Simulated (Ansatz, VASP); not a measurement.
# Si54BC53 (B_C) in two plane-wave programs

Aim: how closely do two programs agree when they are given the same cell, functional and k mesh? The structure shown is the start of the Ansatz relaxation below; VASP solves that cell, so the two are compared at the walk's first step.

Main program and level: Ansatz 0.2.0; plane waves, with VASP 6.6.1 beside it; single point at r2SCAN.

## Step 1: Set-up

The cell holds 108 atoms: 54 Si, 53 C and 1 B. Cell: a = 9.236 Å, b = 9.236 Å, c = 15.108 Å, α = 90.0°, β = 90.0°, γ = 120.0°. It derives from SiC (SiC (P6_3mc)). Nearest the centre at fractional (0.556, 0.444, 0.542): B108 at 0.05 Å, Si47 at 1.86 Å, Si27 at 1.86 Å, Si29 at 1.89 Å, Si53 at 1.91 Å, C106 at 3.04 Å, C98 at 3.05 Å, C75 at 3.06 Å. The cell carries charge +1.

## Step 2: Ansatz: relaxation, r2SCAN

Ansatz runs on its PAW soft_1 files.

The two programs are compared at the cell with which this relaxation starts, whose forces are those of its first step.

input.yaml

```yaml
crystal:
  lattice:
    - [3.07866498, 0.0, 0.0]
    - [-1.53933249, 2.66620208, 0.0]
    - [0.0, 0.0, 15.1078644]
  atoms:
    - { symbol: Si, position: [0.33333333, 0.66666667, 0.8329854] }
    - { symbol: Si, position: [0.66666667, 0.33333333, 0.3329854] }
    - { symbol: Si, position: [0.66666667, 0.33333333, 0.66650102] }
    - { symbol: Si, position: [0.33333333, 0.66666667, 0.16650102] }
    - { symbol: Si, position: [0.0, 0.0, 0.49972248] }
    - { symbol: Si, position: [0.0, 0.0, 0.99972248] }
    - { symbol: C, position: [0.0, 0.0, 0.87436694] }
    - { symbol: C, position: [0.0, 0.0, 0.37436694] }
    - { symbol: C, position: [0.33333333, 0.66666667, 0.70799668] }
    - { symbol: C, position: [0.66666667, 0.33333333, 0.20799668] }
    - { symbol: C, position: [0.66666667, 0.33333333, 0.54152848] }
    - { symbol: C, position: [0.33333333, 0.66666667, 0.04152848] }
  supercell: [3, 3, 1]
  defects: [{ substitution: { at: 58, symbol: B } }]
total_charge: 1
basis:
  ecutwfc: 500
  xc_grid: 2
hamiltonian:
  xc: r2scan
  pseudopotentials: { kind: paw, azcp: { folder: soft_1 } }
kpoints:
  mp_grid: { grid: [1, 1, 1], shift: [0.25, 0.25, 0.25] }
scf:
  occupations: { method: fixed }
  max_iter: 80
output:
  forces: true
  charged_corrections:
    epsilon: [7.09, 7.09, 7.35]
    static_epsilon: [10.43, 10.43, 10.95]
relax:
  f_tol: 0.02
  max_steps: 80
  random_displacement: { amplitude: 0.05, seed: 110 }
checkpoint:
  write: "../qp1.relax.run"
  compress: false
  write_wavefunctions: true
  write_every: 100000
```

Command:

```
$ ansatz run input.yaml --threads 4 --pin off --max-ram 15073MiB --backend cpu --events-out ev --progress --plain --runs-dir out
```

Numbers of over 12 decimals in the logs are rounded to 6 here.

Output:

```text
Engine: ansatz 0.2.0, x86_64-unknown-linux-gnu
Pseudopotentials: kind: paw
Pseudopotential: Si, paw, valence charge 4, recommended cutoff 500 eV (meta_gga), soft_1/Si.paw.azcp
Pseudopotential: C, paw, valence charge 4, recommended cutoff 500 eV (meta_gga), soft_1/C.paw.azcp
Pseudopotential: B, paw, valence charge 3, recommended cutoff 500 eV (meta_gga), soft_1/B.paw.azcp
Functional definition: r2SCAN
  parameter k0 = 0.174
  parameter k1 = 0.065
  parameter a1 = 4.9479
  exchange = r2scan_x(k0 = k0, k1 = k1, a1 = a1)
  correlation = r2scan_c
Crystal: 108 atoms, lattice volume = 1116.095 Å³
Basis set: ecut = 500 eV, 28399 PW (Γ), exchange–correlation on 144×144×240 points (8 copies of the dense FFT grid, shifted against one another)
Bands: 323, of which v1, the nominal top of the filled ones, is band 215 counted from 1 (214 counted from 0)
Symmetry: 1 space group operations
k-points: 1
Non-local potential: Si, projectors of the file, l = 0: 2, l = 1: 2, l = 2: 1
Non-local potential: C, projectors of the file, l = 0: 2, l = 1: 2, l = 2: 1
Non-local potential: B, projectors of the file, l = 0: 2, l = 1: 2, l = 2: 1
PAW form: soft (Blöchl's): semilocal exchange-correlation on the pseudo side does not see the compensation charge
PAW frozen core: Si, regenerated for the run's functional (the file was generated under x = pbe(κ = 0.804, μ = 0.219515), c = pbe(β = 0.066725))
PAW frozen core: C, regenerated for the run's functional (the file was generated under x = pbe(κ = 0.804, μ = 0.219515), c = pbe(β = 0.066725))
PAW frozen core: B, regenerated for the run's functional (the file was generated under x = pbe(κ = 0.804, μ = 0.219515), c = pbe(β = 0.066725))
PAW one-centre angular grid: Si, 302 points (default); XC on 160 Gauss nodes
PAW one-centre angular grid: C, 302 points (default); XC on 219 of its mesh's 2255 points in the sphere
PAW one-centre angular grid: B, 302 points (default); XC on 223 of its mesh's 2233 points in the sphere
Initial density: superposition of atomic densities (chi_scale 0.1, normalization cell, long waves kept (reshape's long-wave potential 0.20 eV rms))
Initial wavefunctions: pseudopotential atomic-orbital guess
Functional: x = r2scan, c = r2scan; τ floored in thin density (d = 2e-4 eV/Å³)
SCF iter   1: F=—  HF=-48103.158113 eV  |F-HF|=—  |Δ(HF+E_count)|=         —  Δρ=1.32e-1  dr2=2.46e2  dr2_τ=2.70e1  ethr=3.10e-3  ⟨swp⟩=5.0  Hψ=1111  notcnv=0  defer=102
preconditioner: auto → Resta (q_TF=auto, 2.327 Å⁻¹)  ε∞=3.9  [insulator: Δε(μ)=0.115 eV  Ē_g=13.606 eV  n_scr=244 (ndim 8)  ℏωp=23.0 eV  f_vac=0.000  ε∞_Penn≈3.9]
SCF iter   2: F=—  HF=-48042.451270 eV  |F-HF|=—  |Δ(HF+E_count)|=    6.07e1  Δρ=4.92e-2  dr2=2.65e1  dr2_τ=2.65e0  ethr=3.10e-3  ⟨swp⟩=3.0  Hψ=677  notcnv=0  defer=102
SCF iter   3: F=—  HF=-48043.865017 eV  |F-HF|=—  |Δ(HF+E_count)|=    1.41e0  Δρ=1.99e-2  dr2=5.44e0  dr2_τ=1.50e-1  ethr=3.10e-3  ⟨swp⟩=2.0  Hψ=506  notcnv=0  defer=105
SCF iter   4: F=—  HF=-48044.530234 eV  |F-HF|=—  |Δ(HF+E_count)|=   6.65e-1  Δρ=1.07e-2  dr2=4.86e0  dr2_τ=1.05e-1  ethr=1.26e-3  ⟨swp⟩=3.0  Hψ=391  notcnv=0  defer=105
SCF iter   5: F=—  HF=-48044.143718 eV  |F-HF|=—  |Δ(HF+E_count)|=   3.87e-1  Δρ=3.36e-3  dr2=2.13e-1  dr2_τ=1.07e-2  ethr=1.13e-3  ⟨swp⟩=3.0  Hψ=335  notcnv=0  defer=106
SCF iter   6: F=—  HF=-48044.117117 eV  |F-HF|=—  |Δ(HF+E_count)|=   2.66e-2  Δρ=1.61e-3  dr2=3.07e-2  dr2_τ=6.35e-4  ethr=4.95e-5  ⟨swp⟩=3.0  Hψ=387  notcnv=0  defer=106
SCF iter   7: F=—  HF=-48044.116606 eV  |F-HF|=—  |Δ(HF+E_count)|=   5.11e-4  Δρ=9.31e-4  dr2=2.24e-2  dr2_τ=8.52e-4  ethr=7.14e-6  ⟨swp⟩=3.0  Hψ=392  notcnv=0  defer=106
SCF iter   8: F=—  HF=-48044.114927 eV  |F-HF|=—  |Δ(HF+E_count)|=   1.68e-3  Δρ=2.51e-4  dr2=1.19e-3  dr2_τ=5.91e-5  ethr=5.20e-6  ⟨swp⟩=4.0  Hψ=424  notcnv=0  defer=106
SCF iter   9: F=—  HF=-48044.114382 eV  |F-HF|=—  |Δ(HF+E_count)|=   5.45e-4  Δρ=1.21e-4  dr2=2.26e-4  dr2_τ=6.09e-6  ethr=2.78e-7  ⟨swp⟩=2.0  Hψ=324  notcnv=0  defer=106
SCF iter  10: F=—  HF=-48044.114361 eV  |F-HF|=—  |Δ(HF+E_count)|=   2.07e-5  Δρ=3.79e-5  dr2=4.57e-5  dr2_τ=1.32e-6  ethr=5.25e-8  ⟨swp⟩=2.0  Hψ=383  notcnv=0  defer=106
SCF iter  11: F=-48044.114358 eV  HF=-48044.114358 eV  |F-HF|=4.25e-7  |Δ(HF+E_count)|=   2.53e-6  Δρ=9.68e-6  dr2=1.32e-6  dr2_τ=7.06e-8  ethr=2.33e-9  ⟨swp⟩=4.0  Hψ=919  notcnv=0
SCF 1 converged in 11 iterations: F = -48044.114358 eV  dr2 = 1.32e-6
  greatest PAW one-centre occupation: 0.670 electrons in one spin orbital (limit 2), on the C atom at site 56 (counted from 0), in its partial waves of l = 0
relax step   1: F+E_penalty+E_count = -48044.11435794 eV  Δ(F+E_penalty+E_count) = +0.000e0 eV  max|allowed force component| = 2.262e0 eV/Å  Δτ_max = 0.0000 Å  (11 SCF iters, dr2 threshold 1.00e-5 eV, accepted)
Initial density: handed on by an earlier stage of this run
Initial wavefunctions: those handed on with the density
[...]
- { symbol: Si, position: [0.222805, 0.109877, 0.666746] }
    - { symbol: Si, position: [0.110309, 0.222024, 0.166108] }
    - { symbol: Si, position: [-0.000509766, 1.482444710271391e-5, 0.499358] }
    - { symbol: Si, position: [0.000392724, -0.00125468, 0.999684] }
    - { symbol: C, position: [0.00107902, -0.00199335, 0.874433] }
    - { symbol: C, position: [-0.00156357, 0.00160415, 0.374267] }
    - { symbol: C, position: [0.111859, 0.220621, 0.708168] }
    - { symbol: C, position: [0.220972, 0.110747, 0.207409] }
    - { symbol: C, position: [0.218691, 0.108707, 0.541592] }
    - { symbol: C, position: [0.111065, 0.221101, 0.041498] }
    - { symbol: Si, position: [0.112371, 0.553529, 0.833614] }
    - { symbol: Si, position: [0.220418, 0.445672, 0.331820] }
    - { symbol: Si, position: [0.223215, 0.442271, 0.666558] }
    - { symbol: Si, position: [0.110786, 0.555920, 0.166352] }
    - { symbol: Si, position: [-0.00113631, 0.332371, 0.499050] }
    - { symbol: Si, position: [0.00014959, 0.331862, 0.999885] }
    - { symbol: C, position: [0.00105547, 0.331262, 0.874633] }
    - { symbol: C, position: [-0.00215767, 0.334866, 0.374496] }
    - { symbol: C, position: [0.112947, 0.554176, 0.708479] }
    - { symbol: C, position: [0.220859, 0.444759, 0.207546] }
    - { symbol: C, position: [0.219725, 0.445415, 0.541739] }
    - { symbol: C, position: [0.111014, 0.554395, 0.041577] }
    - { symbol: Si, position: [0.112136, 0.887002, 0.833398] }
    - { symbol: Si, position: [0.221281, 0.778697, 0.332562] }
    - { symbol: Si, position: [0.222862, 0.776368, 0.666767] }
    - { symbol: Si, position: [0.110588, 0.888796, 0.165874] }
    - { symbol: Si, position: [-1.394729040615772e-5, 0.668771, 0.499418] }
    - { symbol: Si, position: [0.000818813, 0.665723, 1.000162] }
    - { symbol: C, position: [0.00227729, 0.665059, 0.875257] }
    - { symbol: C, position: [-0.00102982, 0.668814, 0.374366] }
    - { symbol: C, position: [0.112019, 0.887352, 0.708290] }
    - { symbol: C, position: [0.221340, 0.778146, 0.207966] }
    - { symbol: C, position: [0.221706, 0.777574, 0.541711] }
    - { symbol: C, position: [0.111179, 0.887885, 0.041495] }
    - { symbol: Si, position: [0.444809, 0.218648, 0.834906] }
    - { symbol: Si, position: [0.552439, 0.111126, 0.332649] }
    - { symbol: Si, position: [0.555916, 0.108697, 0.668187] }
    - { symbol: Si, position: [0.443530, 0.222299, 0.166365] }
    - { symbol: Si, position: [0.330682, -0.000784913, 0.499413] }
    - { symbol: Si, position: [0.333464, -0.00168892, 1.000138] }
    - { symbol: C, position: [0.333983, -0.00313862, 0.875272] }
    - { symbol: C, position: [0.331240, 0.000957741, 0.374426] }
    - { symbol: C, position: [0.443917, 0.217528, 0.710678] }
    - { symbol: C, position: [0.554579, 0.111788, 0.208279] }
    - { symbol: C, position: [0.553090, 0.110681, 0.542759] }
    - { symbol: C, position: [0.444511, 0.221125, 0.041706] }
    - { symbol: Si, position: [0.446127, 0.552931, 0.834328] }
    - { symbol: Si, position: [0.553227, 0.447032, 0.333060] }
[...]
- { symbol: B, position: [0.548749, 0.451132, 0.543665] }
[...]
- { symbol: Si, position: [0.670838, 0.327703, 0.499347] }
    - { symbol: Si, position: [0.666992, 0.332001, 1.000250] }
[...]
- { symbol: C, position: [0.888539, 0.446469, 0.542729] }
    - { symbol: C, position: [0.777934, 0.554621, 0.041675] }
    - { symbol: Si, position: [0.778764, 0.887281, 0.833290] }
    - { symbol: Si, position: [0.888716, 0.780132, 0.331649] }
    - { symbol: Si, position: [0.889573, 0.776673, 0.666742] }
    - { symbol: Si, position: [0.777384, 0.889140, 0.166162] }
    - { symbol: Si, position: [0.672226, 0.674378, 0.496808] }
    - { symbol: Si, position: [0.667281, 0.665731, 1.000145] }
    - { symbol: C, position: [0.668243, 0.664855, 0.874783] }
    - { symbol: C, position: [0.667409, 0.671505, 0.372187] }
    - { symbol: C, position: [0.778659, 0.887458, 0.708154] }
    - { symbol: C, position: [0.888621, 0.778541, 0.207409] }
    - { symbol: C, position: [0.890858, 0.781076, 0.541625] }
    - { symbol: C, position: [0.777995, 0.888125, 0.041507] }
```

The column dr2 measures how far the density is from self-consistency, as an energy; F and HF (Harris–Foulkes) agree once it is small.

## Step 3: VASP: single point, r2SCAN, start cell

The same cell, functional and mesh now go to VASP, with its own data sets.

Lines of VASP's logs that name or quote its potential files are left out, and so is its time.

INCAR

```
SYSTEM = Si54BC53
PREC = Accurate
ENCUT = 580
EDIFF = 1E-06
NELM = 120
ISMEAR = 0
SIGMA = 0.01
LREAL = Auto
ALGO = Normal
METAGGA = R2SCAN
LASPH = .TRUE.
NELECT = 430
NBANDS = 296
LORBIT = 11
LWAVE = .FALSE.
LCHARG = .FALSE.
ISIF = 2
ISYM = 0
GGA_COMPAT = .FALSE.
EFERMI = MIDGAP
LMIXTAU = .TRUE.
NCORE = 2
```

POSCAR

```
Si54BC53
1.0
    9.2359949282      0.0000000000      0.0000000000
   -4.6179974641      7.9986062370      0.0000000000
    0.0000000000      0.0000000000     15.1078644027
Si C B
54 53 1
Direct
    0.1121965615      0.2269987978      0.8310046785
    0.2198712161      0.1149516519      0.3329669810
    0.2161728994      0.1069878895      0.6660064409
[... 1 atom line left out ...]
    0.0058979443      0.0012265887      0.5000285149
[... 2 atom lines left out ...]
    0.2166252623      0.4433947484      0.3319708773
    0.2249615139      0.4492370162      0.6686154794
[... 1 atom line left out ...]
    0.0028276691      0.3394597658      0.5003640355
[... 5 atom lines left out ...]
    0.9971768549      0.6604261847      0.4996584427
[... 1 atom line left out ...]
    0.4504263798      0.2236787194      0.8331921484
    0.5531005733      0.1066893375      0.3353199939
    0.5613922494      0.1135875393      0.6653472478
[... 1 atom line left out ...]
    0.3291274038      0.9982423188      0.5021617747
[... 1 atom line left out ...]
    0.4466350374      0.5539301309      0.8303697773
    0.5514550295      0.4384852681      0.3337129501
    0.5514013813      0.4453755935      0.6648476404
[... 1 atom line left out ...]
    0.3328688008      0.3384992235      0.4997693783
[... 2 atom lines left out ...]
    0.5578709310      0.7739073304      0.3330281412
    0.5591408432      0.7756123775      0.6677236922
[... 1 atom line left out ...]
    0.3278237938      0.6641937161      0.5012764080
[... 5 atom lines left out ...]
    0.6695958838      0.0060541798      0.5005444713
[... 1 atom line left out ...]
    0.7737997779      0.5574082369      0.8319846316
    0.8848547869      0.4396352184      0.3348502386
    0.8950942441      0.4468949832      0.6664743429
[... 1 atom line left out ...]
    0.6638912530      0.3320262207      0.5026875273
[... 2 atom lines left out ...]
    0.8904559464      0.7733602351      0.3333786871
    0.8831841121      0.7767793308      0.6657618663
[... 1 atom line left out ...]
    0.6645490832      0.6705499485      0.5004762287
[... 3 atom lines left out ...]
    0.1061630921      0.2230096028      0.7083359841
[... 1 atom line left out ...]
    0.2214440555      0.1054756260      0.5408240227
[... 5 atom lines left out ...]
    0.2232658843      0.4454494814      0.5382787920
[... 2 atom lines left out ...]
    0.9980201864      0.6637258846      0.3714631566
[... 5 atom lines left out ...]
    0.3349458465      0.9966189109      0.3762829642
    0.4464925470      0.2198814328      0.7056416920
[... 1 atom line left out ...]
    0.5587065293      0.1111141083      0.5442203333
[... 2 atom lines left out ...]
    0.3288976720      0.3325959450      0.3765160878
    0.4448065676      0.5534440462      0.7109887085
[... 3 atom lines left out ...]
    0.3336684992      0.6614632404      0.3739927001
[... 2 atom lines left out ...]
    0.5577760972      0.7837451694      0.5423968459
[... 3 atom lines left out ...]
    0.7768186903      0.2165067199      0.7073264437
[... 4 atom lines left out ...]
    0.6693163369      0.3298677197      0.3737276063
    0.7730617844      0.5564770746      0.7071603713
[... 1 atom line left out ...]
    0.8927237559      0.4500325298      0.5428683222
[... 2 atom lines left out ...]
    0.6654850220      0.6694861381      0.3768599485
    0.7794622079      0.8894812157      0.7111801320
[... 1 atom line left out ...]
    0.8858707918      0.7730216761      0.5394168085
[... 1 atom line left out ...]
    0.5514942513      0.4410240854      0.5391603858
```

KPOINTS

```
Points of the shifted mesh
1
Reciprocal
 0.2500000000  0.2500000000  0.2500000000 1
```

PAW data sets: Si, C and B (PBE family, release 64).

Command:

```
$ mpirun -np 8 vasp_std
```

Output:

```text
[banner, memory and clock lines left out]
running    8 mpi-ranks, on    1 nodes
[...]
|                                                                             |
|               ----> ADVICE to this user running VASP <----                  |
|                                                                             |
|     You enforced a specific xc type in the INCAR file but a different       |
|     [... a line on the potential file left out ...]
|     I HOPE YOU KNOW WHAT YOU ARE DOING!                                     |
|                                                                             |

 LDA part: xc-table for (None), standard interpolation
 POSCAR, INCAR and KPOINTS ok, starting setup
[...]
entering main loop
       N       E                     dE             d eps       ncg     rms          rms(c)
DAV:   1     0.118531980574E+04    0.11853E+04   -0.21646E+05   592   0.148E+03
DAV:   2    -0.104418525970E+04   -0.22295E+04   -0.21077E+04   720   0.254E+02
DAV:   3    -0.120132936553E+04   -0.15714E+03   -0.15525E+03   736   0.621E+01
DAV:   4    -0.120480045030E+04   -0.34711E+01   -0.34556E+01   720   0.101E+01
DAV:   5    -0.120489672527E+04   -0.96275E-01   -0.96112E-01   720   0.158E+00BRMIX: very serious problems
 the old and the new charge density differ
 old charge density:   431.00000 new  430.00000
    0.671E+01
DAV:   6    -0.110544830008E+04    0.99448E+02   -0.28121E+02   680   0.228E+01    0.377E+01
DAV:   7    -0.104685457123E+04    0.58594E+02   -0.20642E+01   720   0.820E+00    0.153E+01
DAV:   8    -0.109853694387E+04   -0.51682E+02   -0.17097E+01   632   0.772E+00    0.100E+01
DAV:   9    -0.106694979365E+04    0.31587E+02   -0.45988E+00   632   0.455E+00    0.432E+00
[...]
DAV:  24    -0.104715726736E+04   -0.35916E-05   -0.15628E-05   632   0.807E-03    0.322E-03
DAV:  25    -0.104715726866E+04   -0.13007E-05   -0.14788E-06   360   0.271E-03    0.292E-03
DAV:  26    -0.104715726856E+04    0.10070E-06   -0.47229E-07   344   0.136E-03
   1 F= -.10471573E+04 E0= -.10471573E+04  d E =-.682223E-08
```

Parts of OUTCAR (step 3):

```text
  FREE ENERGIE OF THE ION-ELECTRON SYSTEM (eV)
  ---------------------------------------------------
  free  energy   TOTEN  =     -1047.1572685605 eV

  energy  without entropy=    -1047.1572685537  energy(sigma->0) =    -1047.15726856
```

The run ends at a pressure of -0.42 GPa, with forces up to 2.4 eV/Å.

## Step 4: Differences

Known differences besides the potentials themselves: VASP keeps PBE cores, Ansatz makes them for the functional; fixed occupations in Ansatz, narrow Gaussian smearing in VASP; the cutoff is 500 eV in Ansatz and 580 eV in VASP (PREC = Accurate, projectors in real space). Total energies have different zeros and are not compared.

Forces on 9 of the 108 atoms, those with the largest forces and the largest differences (eV/Å; atoms numbered as in POSCAR):

| atom | Ansatz x, y, z | VASP x, y, z |
| --- | --- | --- |
| Si15 | -1.053, 1.915, -0.372 | -1.050, 1.906, -0.367 |
| Si16 | 0.692, 0.301, 1.539 | 0.692, 0.305, 1.523 |
| Si18 | 0.442, -2.188, -0.447 | 0.435, -2.176, -0.444 |
| Si25 | -0.251, -0.301, 2.262 | -0.251, -0.295, 2.247 |
| Si28 | -1.819, 1.355, -0.570 | -1.807, 1.348, -0.565 |
| Si30 | -0.324, 1.149, -1.021 | -0.325, 1.140, -1.007 |
| Si38 | -0.721, -2.183, -0.591 | -0.717, -2.177, -0.590 |
| C64 | 1.880, -1.296, -0.311 | 1.872, -1.290, -0.309 |
| C87 | 1.610, -1.253, -0.996 | 1.601, -1.251, -0.993 |

The forces differ by 4.4 meV/Å r.m.s., which is 0.5 % of the r.m.s. force of 0.849 eV/Å (both taken over all components). The cell carries a charge of +1 e against a uniform background, so its pressure also hangs on how the neutralising background is counted, and in a defect's cell a gap may be the spacing between its levels.

## Step 5: Summary of results

```yaml
r_m_s_force_difference_single_point_r2scan_start_cell: 0.52 % of the r.m.s. force
```

**Reading.** The r.m.s. force difference is 0.52 % of the r.m.s. force (single point, r2SCAN, start cell), within the 3 % picked in this series as the mark of a large difference. 1 further run of this series is not shown here. How closely two codes agree says nothing of how well the functional describes the real material.

[Lines on the potential files, build, host, timing and source positions are cut from VASP's logs without a mark.]

[Logs are printed without paths, hosts, clocks, repeated set-up lines and the standing remarks that a program may print on its own settings, such as how far it seeks lower states.]

[Hosts, paths, dates, database ids (printed as entryN), source tags and the programs' standing remarks are cut or masked in the printed files.]
